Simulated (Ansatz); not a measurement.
# InSe (P-6m2) in Ansatz: notebook

One crystal, InSe, is run at these levels: PBEsol, LDA; tasks: band structure.

Everything below comes from runs of Ansatz 0.2.0. Logs are shortened: lines on timing, memory, paths and dates and some standing lists are left out, and cuts for length are marked.

### 1 The structure

Symmetry: P-6m2, No. 187, hexagonal system. The conventional cell has a = 4.047 Å, b = 4.047 Å, c = 18.052 Å, α = 90.00°, β = 90.00°, γ = 120.00°. Around In (site symmetry 3m) lie 3 Se at 2.65 Å and 1 In at 2.79 Å. Around In (site symmetry 3m) lie 3 Se at 2.65 Å and 1 In at 2.79 Å. Around Se (site symmetry 3m) lie 3 In at 2.65 Å. Around Se (site symmetry 3m) lie 3 In at 2.65 Å.

Measurements of this composition are mostly on another form, of space group No. 160.

### 2 Band structure, PBEsol

Contents of input.yaml:

```yaml
crystal:
  lattice:
    - [4.0473293151, 0.0, 0.0]
    - [-2.0236646576, 3.5050900044, 0.0]
    - [0.0, 0.0, 18.05206491]
  atoms:
    - { symbol: In, position: [0.3333333333, 0.6666666667, 0.07739049] }
    - { symbol: In, position: [0.3333333333, 0.6666666667, 0.92260951] }
    - { symbol: In, position: [0.0, 0.0, 0.42260632] }
    - { symbol: In, position: [0.0, 0.0, 0.57739368] }
    - { symbol: Se, position: [0.3333333333, 0.6666666667, 0.35298428] }
    - { symbol: Se, position: [0.3333333333, 0.6666666667, 0.64701572] }
    - { symbol: Se, position: [0.6666666667, 0.3333333333, 0.14699993] }
    - { symbol: Se, position: [0.6666666667, 0.3333333333, 0.85300007] }
kpoints:
  mp_grid: { grid: [8, 8, 2] }
  band_path:
    path:
      - [0.0, 0.0, 0.0]
      - [0.5, 0.0, 0.0]
      - [0.3333333333, 0.3333333333, 0.0]
      - [0.0, 0.0, 0.0]
      - [0.0, 0.0, 0.5]
      - [0.5, 0.0, 0.5]
      - [0.3333333333, 0.3333333333, 0.5]
      - [0.0, 0.0, 0.5]
    npoints: 8
scf:
  occupations: { method: fermi_dirac, width: 0.05 }
hamiltonian:
  xc: pbesol
  pseudopotentials: { kind: all_electron, lapw: { basis_error: 0.002 } }
output:
  forces: true
  stress: true
  eigenvalues: true
```

Potentials or basis: all-electron LAPW, scalar-relativistic.

On the command line:

```
$ ansatz run input.yaml --threads 4 --pin off --max-ram 12288MiB --backend cpu --events-out ev --progress --plain --runs-dir out
```

Output:

```text
Warning: RAYON_NUM_THREADS=4 ignored (pool sized by the plan → 4); use --threads N
LAPW: plane waves up to 8.045 Å⁻¹, error target 2.0e-3 eV per atom; small_component_spin mean_spin; Se in spheres of 1.270 Å, 24 of its electrons in bands, Dirac shells []; In in spheres of 1.383 Å, 21 of its electrons in bands, Dirac shells [] (how accurate: hamiltonian.pseudopotentials.lapw.basis_error, Limitations)
Engine: ansatz 0.2.0, aarch64-unknown-linux-gnu
Pseudopotentials: kind: all_electron
Pseudopotential: In, LAPW, valence charge 21, lapw/all_electron/scalar/gaussian/In, Koelling and Harmon's equation, gaussian nucleus
Pseudopotential: Se, LAPW, valence charge 24, lapw/all_electron/scalar/gaussian/Se, Koelling and Harmon's equation, gaussian nucleus
Functional definition: PBEsol
  exchange = pbesol_x
  correlation = pbesol_c
Crystal: 8 atoms, lattice volume = 256.091 Å³
Basis set: ecut = 246.60158513961272 eV, 2231 PW (Γ), exchange–correlation at level 2
Bands: 108, of which v1, the nominal top of the filled ones, is band 90 counted from 1 (89 counted from 0)
Symmetry: 12 space group operations
Space group: P-6m2 (ITA 187), of the structure as read, at distance tolerance 6.4e-5 Å
k-points: 20 of 128 (time reversal used)
Non-local potential: In, projectors of the file, none
Non-local potential: Se, projectors of the file, none
Initial density: superposition of atomic densities (chi_scale 0.1, normalization cell, long waves 54 % of neutral atoms (reshape's long-wave potential 1.54 eV rms, cloud 2.62 Å wide))
Initial wavefunctions: plane waves of lowest kinetic energy (no species holds an atomic orbital)
Functional: x = pbesol(κ = 0.804, μ = 0.12345679012345678), c = pbesol(β = 0.046)
iter 1 solved again at ethr=1.62e-3 eV; its pass at ethr=1.00e-1 eV (dr2=2.91e0 eV) is discarded
SCF iter   1: F=—  HF=-904222.189774 eV  |F-HF|=—  |Δ(HF+E_count)|=         —  Δρ=2.35e-2  dr2=2.91e0  ethr=1.62e-3  ⟨swp⟩=2.0  Hψ=13623  notcnv=0
preconditioner: auto → Resta (q_TF=auto, 2.573 Å⁻¹)  ε∞=2.9  [insulator: Δε(μ)=0.879 eV  Ē_g=14.655 eV  σ=0.050 eV  W_gap=1.00  n_scr=80 (ndim 8)  ℏωp=20.2 eV  f_vac=0.218  D(μ)=0.00/eV (n_scr^D=0)  ε∞_Penn≈2.9]
SCF iter   2: F=—  HF=-904221.377370 eV  |F-HF|=—  |Δ(HF+E_count)|=   8.12e-1  Δρ=1.06e-2  dr2=4.63e-1  ethr=1.62e-3  ⟨swp⟩=3.0  Hψ=6712  notcnv=0
SCF iter   3: F=—  HF=-904221.299875 eV  |F-HF|=—  |Δ(HF+E_count)|=   7.75e-2  Δρ=6.10e-3  dr2=1.49e-1  ethr=2.57e-4  ⟨swp⟩=2.0  Hψ=6563  notcnv=0
iter 4 solved again at ethr=4.29e-6 eV; its pass at ethr=8.29e-5 eV (dr2=7.72e-3 eV) is discarded
SCF iter   4: F=—  HF=-904221.285152 eV  |F-HF|=—  |Δ(HF+E_count)|=         —  Δρ=1.11e-3  dr2=7.71e-3  ethr=4.29e-6  ⟨swp⟩=2.0  Hψ=10716  notcnv=0
the basis was enlarged: its passes take 542.8 KiB over the memory plan, 4 of 4 planned eigensolver slots
SCF iter   5: F=—  HF=-904221.284322 eV  |F-HF|=—  |Δ(HF+E_count)|=   8.31e-4  Δρ=3.43e-4  dr2=5.71e-4  ethr=4.28e-6  ⟨swp⟩=2.1  Hψ=6273  notcnv=0
SCF iter   6: F=—  HF=-904221.284629 eV  |F-HF|=—  |Δ(HF+E_count)|=   3.08e-4  Δρ=1.55e-4  dr2=9.13e-5  ethr=3.17e-7  ⟨swp⟩=3.0  Hψ=6446  notcnv=0
SCF iter   7: F=—  HF=-904221.284763 eV  |F-HF|=—  |Δ(HF+E_count)|=   1.34e-4  Δρ=6.40e-5  dr2=2.04e-5  ethr=5.07e-8  ⟨swp⟩=3.0  Hψ=6479  notcnv=0
SCF iter   8: F=—  HF=-904221.284800 eV  |F-HF|=—  |Δ(HF+E_count)|=   3.65e-5  Δρ=1.75e-5  dr2=1.75e-6  ethr=1.13e-8  ⟨swp⟩=3.0  Hψ=6555  notcnv=0
SCF iter   9: F=—  HF=-904221.284805 eV  |F-HF|=—  |Δ(HF+E_count)|=   5.07e-6  Δρ=6.60e-6  dr2=1.96e-7  ethr=9.74e-10  ⟨swp⟩=3.0  Hψ=6574  notcnv=0
SCF iter  10: F=-904221.284805 eV  HF=-904221.284805 eV  |F-HF|=1.92e-7  |Δ(HF+E_count)|=   3.59e-7  Δρ=3.51e-6  dr2=5.50e-8  ethr=1.09e-10  ⟨swp⟩=3.0  Hψ=6508  notcnv=0
SCF 1 converged in 10 iterations: F = -904221.284805 eV  dr2 = 5.50e-8
NSCF: frozen V_eff on 57 k-points
SCF converged after 10 iterations
Free energy (F): -904221.284805 eV
Harris-Foulkes:  -904221.284805 eV  (|F-HF|=1.92e-7)
Internal energy: -904221.284772 eV  (E = F + TS)
E sigma→0 (E₀):  -904221.284788 eV
Entropy (-TS):   -0.000034 eV (-0.004 meV/atom)
Fermi energy:    7.722985 eV
--- Per-component energies (eV) ---
  E_band       = -9168.867330
  E_kinetic    = 942151.631360
  E_xc         = -26517.489610
  E_electrostatic = -1819855.426521  (all electrons and nuclei)
  E_smearing   = -0.000034  (= −TS)
  E_closure    = 0.000000  (closes the sum)
  E_atoms      = -904190.249557  (free atoms, spherical and without spin; not in F)
  Σ components = -904221.284805   (vs F -904221.284805, Δ=0.00e0)
  Basis errors (estimates in eV, not in F): energy 9.0e-4 per atom: plane waves 8.2e-4 (4.9e-4 summed), levels above the bands 2.1e-69, relativity 5.8e-8, radial functions 8.1e-5, core shells 1.9e-7; eigenvalues (radial functions only) 1.8e-6; not estimated: angular momenta, meshes, grids; target (lapw.basis_error) 2.0e-3; muffin-tin radii Se 1.270 Å, In 1.383 Å
--- Forces (eV/Å), atoms counted from 1 ---
  atom   1  In     0.00000000     0.00000000    -0.06143877
  atom   2  In     0.00000000     0.00000000     0.06143877
  atom   3  In     0.00000000     0.00000000     0.06110198
  atom   4  In     0.00000000     0.00000000    -0.06110198
  atom   5  Se    -0.00000000     0.00000000    -0.01332992
  atom   6  Se    -0.00000000     0.00000000     0.01332992
  atom   7  Se    -0.00000000    -0.00000000     0.01345172
  atom   8  Se    -0.00000000    -0.00000000    -0.01345172
  max |Σ_I F_I| component: 2.78e-17 eV/Å
--- Stress (GPa, compression-positive) ---
       -0.899222       0.000000       0.000000
        0.000000      -0.899222       0.000000
        0.000000       0.000000      -0.533903
  P = ⅓ Tr σ = -0.7774 GPa (-7.774 kbar)
--- Band table (eV; the first three rows and the last of 20) ---
  k-point 0: bands = ["-199.7195", "-199.7195", "-199.7155", "-199.7155", "-139.3969", "-139.3969", "-139.3969", "-139.3969", "-139.3929", "-139.3929", "-139.3929", "-139.3929", "-139.3565", "-139.3565", "-139.3525", "-139.3525", "-107.5562", "-107.5546", "-107.5528", "-107.5513", "-66.0924", "-66.0924", "-66.0906", "-66.0906", "-66.0890", "-66.0890", "-66.0872", "-66.0872", "-66.0719", "-66.0685", "-66.0484", "-66.0450", "-39.8388", "-39.8388", "-39.8388", "-39.8388", "-39.8348", "-39.8348", "-39.8348", "-39.8348", "-39.8062", "-39.8062", "-39.8062", "-39.8062", "-39.8021", "-39.8021", "-39.8021", "-39.8021", "-39.7942", "-39.7942", "-39.7902", "-39.7902", "-7.0948", "-7.0914", "-6.9021", "-6.9021", "-6.8988", "-6.8988", "-6.8156", "-6.8156", "-6.8123", "-6.8123", "-6.8054", "-6.8054", "-6.8020", "-6.8020", "-6.6316", "-6.6316", "-6.6282", "-6.6282", "-6.6252", "-6.6210", "-5.7217", "-5.6468", "-5.5719", "-5.4941", "1.4858", "1.6310", "3.6501", "4.0974", "6.3046", "6.3046", "6.3514", "6.3514", "6.3820", "6.3820", "6.4097", "6.4311", "6.4311", "7.3746", "8.0181", "8.8237", "9.5191", "9.5644", "11.8161", "11.8161", "11.8464", "11.8464", "13.0551", "13.0551", "13.1036", "13.1036", "13.1264", "13.2148", "14.1856", "14.8281", "15.3109", "15.6541"]
  k-point 1: bands = ["-199.7195", "-199.7195", "-199.7155", "-199.7155", "-139.3969", "-139.3969", "-139.3969", "-139.3969", "-139.3929", "-139.3929", "-139.3929", "-139.3929", "-139.3565", "-139.3565", "-139.3525", "-139.3525", "-107.5562", "-107.5546", "-107.5528", "-107.5513", "-66.0924", "-66.0924", "-66.0906", "-66.0906", "-66.0890", "-66.0890", "-66.0872", "-66.0872", "-66.0719", "-66.0685", "-66.0484", "-66.0450", "-39.8388", "-39.8388", "-39.8388", "-39.8388", "-39.8348", "-39.8348", "-39.8348", "-39.8348", "-39.8062", "-39.8062", "-39.8062", "-39.8062", "-39.8022", "-39.8022", "-39.8022", "-39.8022", "-39.7942", "-39.7942", "-39.7902", "-39.7902", "-7.0948", "-7.0914", "-6.9021", "-6.9021", "-6.8988", "-6.8988", "-6.8156", "-6.8156", "-6.8123", "-6.8123", "-6.8054", "-6.8054", "-6.8020", "-6.8020", "-6.6316", "-6.6316", "-6.6282", "-6.6282", "-6.6248", "-6.6214", "-5.6947", "-5.6917", "-5.5256", "-5.5224", "1.5522", "1.5565", "3.8592", "3.8654", "6.3202", "6.3202", "6.3224", "6.3224", "6.4122", "6.4122", "6.4143", "6.4143", "6.8033", "6.8154", "8.5040", "8.5195", "9.5450", "9.5520", "11.8295", "11.8295", "11.8325", "11.8325", "13.0781", "13.0781", "13.0807", "13.0807", "13.1592", "13.1662", "14.4502", "14.4627", "15.5203", "15.5588"]
  k-point 2: bands = ["-199.7195", "-199.7195", "-199.7155", "-199.7155", "-139.3969", "-139.3969", "-139.3969", "-139.3969", "-139.3929", "-139.3929", "-139.3929", "-139.3929", "-139.3565", "-139.3565", "-139.3525", "-139.3525", "-107.5562", "-107.5546", "-107.5528", "-107.5513", "-66.0924", "-66.0924", "-66.0906", "-66.0906", "-66.0890", "-66.0890", "-66.0872", "-66.0872", "-66.0719", "-66.0685", "-66.0484", "-66.0450", "-39.8388", "-39.8388", "-39.8387", "-39.8387", "-39.8348", "-39.8348", "-39.8347", "-39.8347", "-39.8062", "-39.8062", "-39.8062", "-39.8062", "-39.8022", "-39.8022", "-39.8021", "-39.8021", "-39.7942", "-39.7942", "-39.7901", "-39.7901", "-7.0958", "-7.0925", "-6.9531", "-6.9493", "-6.9001", "-6.8968", "-6.8824", "-6.8783", "-6.8096", "-6.8063", "-6.8052", "-6.8019", "-6.7976", "-6.7943", "-6.6647", "-6.6612", "-6.6328", "-6.6294", "-6.5671", "-6.5636", "-5.5629", "-5.4924", "-5.4253", "-5.3515", "1.5677", "1.6868", "3.6454", "3.9230", "5.4332", "5.5364", "5.5889", "5.8557", "6.1115", "6.1717", "6.2101", "6.2738", "6.6442", "7.3151", "8.8586", "9.3545", "10.1883", "10.2392", "11.1438", "11.2366", "11.9717", "12.0089", "12.4000", "12.5123", "13.3208", "13.3784", "13.4424", "13.5340", "14.0600", "14.6261", "15.1007", "15.8079"]
  k-point 19: bands = ["-199.7195", "-199.7195", "-199.7155", "-199.7155", "-139.3969", "-139.3969", "-139.3969", "-139.3969", "-139.3929", "-139.3929", "-139.3929", "-139.3929", "-139.3565", "-139.3565", "-139.3525", "-139.3525", "-107.5562", "-107.5546", "-107.5528", "-107.5513", "-66.0925", "-66.0925", "-66.0907", "-66.0907", "-66.0892", "-66.0891", "-66.0874", "-66.0873", "-66.0719", "-66.0685", "-66.0483", "-66.0450", "-39.8387", "-39.8387", "-39.8386", "-39.8386", "-39.8347", "-39.8347", "-39.8346", "-39.8346", "-39.8062", "-39.8062", "-39.8062", "-39.8062", "-39.8022", "-39.8022", "-39.8022", "-39.8022", "-39.7940", "-39.7940", "-39.7900", "-39.7900", "-7.2144", "-7.2111", "-7.1213", "-7.1181", "-7.0301", "-7.0267", "-6.9186", "-6.9153", "-6.8109", "-6.8076", "-6.7623", "-6.7590", "-6.7567", "-6.7533", "-6.6734", "-6.6700", "-6.6541", "-6.6508", "-6.4688", "-6.4652", "-4.4310", "-4.4274", "-4.3614", "-4.3579", "1.3940", "1.3963", "2.1759", "2.1767", "3.8600", "3.8683", "4.1983", "4.2115", "5.0218", "5.0243", "5.5450", "5.5695", "5.9134", "5.9483", "9.5076", "9.5168", "9.9514", "9.9546", "10.9601", "10.9933", "11.9792", "12.0675", "12.8149", "12.8276", "13.5607", "13.5776", "14.4766", "14.6495", "14.8799", "15.0992", "15.4634", "15.6011"]
```

Run time: 2.4 min. Hardware: 4 threads of Arm Neoverse V1, shared host; peak memory 1.2 GiB.

Results:

- Free energy: -904221.2848 eV
- Pressure: -0.8 GPa
- Largest force: 0.061 eV/Å
- Band gap on the k mesh: 0.64 eV, direct
- Band gap along the path: 0.64 eV, direct

Forces on the atoms (eV/Å):
```
In   0.000  0.000 -0.061
In   0.000  0.000  0.061
In   0.000  0.000  0.061
In   0.000  0.000 -0.061
Se   0.000  0.000 -0.013
Se   0.000  0.000  0.013
Se   0.000  0.000  0.013
Se   0.000  0.000 -0.013
```

Stress tensor (GPa, compression positive):
```
-0.90  0.00  0.00
 0.00 -0.90  0.00
 0.00  0.00 -0.53
```

Levels at the corners of the path, in eV from the valence-band top:
```
point  band 86  band 87  band 88  band 89  band 90  band 91  band 92  band 93  band 94  band 95
    Γ    -0.99    -0.96    -0.94    -0.94     0.00     0.64     1.45     2.14     2.19     4.44
    M    -1.96    -1.94    -1.87    -1.46    -1.33     1.65     1.67     1.89     1.89     3.58
    K    -2.24    -1.78    -1.76    -1.55    -1.52     2.08     2.09     2.61     2.66     3.55
    Γ    -0.99    -0.96    -0.94    -0.94     0.00     0.64     1.45     2.14     2.19     4.44
    A    -0.96    -0.96    -0.96    -0.57    -0.56     1.13     1.14     2.17     2.18     4.45
    L    -2.04    -1.90    -1.90    -1.39    -1.35     1.56     1.64     1.88     2.02     3.60
    H    -2.23    -1.86    -1.77    -1.55    -1.46     2.05     2.10     2.61     2.68     3.51
    A    -0.96    -0.96    -0.96    -0.57    -0.56     1.13     1.14     2.17     2.18     4.45
```

Caveat: spin-orbit coupling is left out, which moves the levels of the heavy elements; this functional lacks dispersion, which binds the layers, so the pressure and a relaxed spacing across them are unreliable. Expect the measured gap to be larger: semilocal functionals such as PBEsol lack the derivative discontinuity.

### 3 Band structure, LDA

Edit input.yaml of step 2 so:

```diff
@@ -30,3 +30,3 @@
 hamiltonian:
-  xc: pbesol
+  xc: lda
   pseudopotentials: { kind: all_electron, lapw: { basis_error: 0.002 } }
```

Potentials or basis: all-electron LAPW, scalar-relativistic.

On the command line:

```
$ ansatz run input.yaml --threads 4 --pin off --max-ram 12288MiB --backend cpu --events-out ev --progress --plain --runs-dir out
```

Output:

```text
Warning: RAYON_NUM_THREADS=4 ignored (pool sized by the plan → 4); use --threads N
[... 70 lines left out ...]
  k-point 2: bands = ["-199.3332", "-199.3332", "-199.3302", "-199.3302", "-139.3825", "-139.3825", "-139.3825", "-139.3825", "-139.3795", "-139.3795", "-139.3795", "-139.3795", "-139.3427", "-139.3427", "-139.3398", "-139.3398", "-107.5559", "-107.5543", "-107.5536", "-107.5520", "-66.1633", "-66.1633", "-66.1615", "-66.1614", "-66.1610", "-66.1609", "-66.1591", "-66.1591", "-66.1442", "-66.1418", "-66.1204", "-66.1181", "-40.1459", "-40.1459", "-40.1459", "-40.1459", "-40.1430", "-40.1430", "-40.1429", "-40.1429", "-40.1137", "-40.1137", "-40.1137", "-40.1137", "-40.1108", "-40.1108", "-40.1107", "-40.1107", "-40.1018", "-40.1017", "-40.0988", "-40.0988", "-7.2726", "-7.2703", "-7.1287", "-7.1256", "-7.0738", "-7.0715", "-7.0587", "-7.0551", "-6.9823", "-6.9800", "-6.9775", "-6.9752", "-6.9700", "-6.9677", "-6.8386", "-6.8360", "-6.8053", "-6.8029", "-6.7416", "-6.7391", "-5.7866", "-5.7157", "-5.6462", "-5.5723", "1.3353", "1.4533", "3.4157", "3.6895", "5.2351", "5.3376", "5.4068", "5.6791", "5.9340", "5.9954", "6.0339", "6.0989", "6.4403", "7.1320", "8.5627", "9.0820", "9.9226", "9.9813", "10.9098", "11.0086", "11.7389", "11.7766", "12.1595", "12.2775", "13.0879", "13.1425", "13.2068", "13.3063", "13.7871", "14.3087", "14.9258", "15.6013"]
  k-point 19: bands = ["-199.3332", "-199.3332", "-199.3302", "-199.3302", "-139.3825", "-139.3825", "-139.3825", "-139.3825", "-139.3795", "-139.3795", "-139.3795", "-139.3795", "-139.3427", "-139.3427", "-139.3398", "-139.3398", "-107.5559", "-107.5543", "-107.5535", "-107.5520", "-66.1635", "-66.1634", "-66.1616", "-66.1616", "-66.1611", "-66.1611", "-66.1593", "-66.1592", "-66.1442", "-66.1418", "-66.1204", "-66.1181", "-40.1458", "-40.1458", "-40.1457", "-40.1457", "-40.1429", "-40.1429", "-40.1428", "-40.1428", "-40.1137", "-40.1137", "-40.1137", "-40.1137", "-40.1108", "-40.1108", "-40.1108", "-40.1108", "-40.1016", "-40.1016", "-40.0987", "-40.0987", "-7.3956", "-7.3933", "-7.3026", "-7.3003", "-7.2057", "-7.2032", "-7.0926", "-7.0903", "-6.9836", "-6.9813", "-6.9345", "-6.9322", "-6.9290", "-6.9267", "-6.8459", "-6.8436", "-6.8265", "-6.8241", "-6.6418", "-6.6392", "-4.6536", "-4.6511", "-4.5836", "-4.5810", "1.1544", "1.1556", "1.9512", "1.9515", "3.6787", "3.6862", "4.0177", "4.0302", "4.8448", "4.8455", "5.3645", "5.3895", "5.7117", "5.7487", "9.3070", "9.3196", "9.6752", "9.6790", "10.7413", "10.7769", "11.7470", "11.8476", "12.5632", "12.5808", "13.2824", "13.3001", "14.2061", "14.3836", "14.5952", "14.8102", "15.2495", "15.3644"]
```

bands.tsv:

```text
[... 71 lines left out ...]
```

Run time: 2.4 min. Hardware: 4 threads of Arm Neoverse V1, shared host; peak memory 1.2 GiB.

Results:

```
Free energy             : -903785.2646 eV
Pressure                : -2.3 GPa
Largest force           : 0.152 eV/Å
Band gap on the k mesh  : 0.50 eV, direct
Band gap along the path : 0.50 eV, direct
```

Forces in eV/Å, atoms in the order of the input:
```
In   0.000  0.000 -0.015
In   0.000  0.000  0.015
In   0.000  0.000  0.015
In   0.000  0.000 -0.015
Se   0.000  0.000  0.152
Se   0.000  0.000 -0.152
Se   0.000  0.000 -0.152
Se   0.000  0.000  0.152
```

Levels at the corners of the path, in eV from the valence-band top:
```csv
point,band 87,band 88,band 89,band 90,band 91,band 92,band 93,band 94
Γ,-0.99,-0.94,-0.94,0.00,0.50,1.36,2.06,2.11
M,-1.94,-1.86,-1.48,-1.35,1.56,1.62,1.79,1.86
K,-1.78,-1.76,-1.58,-1.54,2.07,2.08,2.51,2.55
Γ,-0.99,-0.94,-0.94,0.00,0.50,1.36,2.06,2.11
A,-0.95,-0.95,-0.61,-0.60,1.03,1.05,2.09,2.09
L,-1.90,-1.89,-1.41,-1.37,1.48,1.57,1.82,1.97
H,-1.87,-1.76,-1.58,-1.48,2.03,2.10,2.51,2.59
A,-0.95,-0.95,-0.61,-0.60,1.03,1.05,2.09,2.09
```

Caveat: spin-orbit coupling is left out, which moves the levels of the heavy elements.
